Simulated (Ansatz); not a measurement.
# SnSe (P4/nmm), one atom moved along a line

Theory: DFT r2SCAN, scalar-relativistic, plane waves, PAW in Ansatz 0.2.0. The runs took a 500 eV cutoff, a Γ-centred 6×6×4 mesh and Gaussian smearing (0.05 eV). No spin polarisation. Energies are free energies at this smearing, counted from the undisturbed cell; pressure is positive in compression.

Reference structure (as given, not relaxed at this level; it stands at 0.0 GPa; this form isn't the usual structure):

```
Sn Se
1.0
     4.28533    0.00000    0.00000
     0.00000    4.28533    0.00000
     0.00000    0.00000   10.99069
Sn Se
2 2
Direct
  0.50000 0.00000 0.37223
  0.00000 0.50000 0.62777
  0.50000 0.00000 0.61604
  0.00000 0.50000 0.38396
```

The cell holds layers and no dispersion correction was added, so their binding is poorly described.

Atom 3 (Se) is moved by x along the Cartesian unit vector (-0.706, -0.706, 0.043); the cell and all other atoms stay fixed.

```csv
x (Å),ΔE (meV/cell)
-0.4500,210.0
-0.3600,109.6
-0.2700,50.8
-0.1800,19.0
-0.0900,4.2
0.0000,0.0
0.1800,19.0
0.2700,50.3
0.3600,108.6
0.4500,208.3
```

Question: Predict the force along x on the moved atoms (eV/Å) at each point.

Answer:
| x (Å) | force along x on the moved atoms (eV/Å) |
| --- | --- |
| -0.4500 | 1.41 |
| -0.3600 | 0.85 |
| -0.2700 | 0.48 |
| -0.1800 | 0.24 |
| -0.0900 | 0.10 |
| 0.0000 | 0.00 |
| 0.1800 | -0.24 |
| 0.2700 | -0.47 |
| 0.3600 | -0.85 |
| 0.4500 | -1.40 |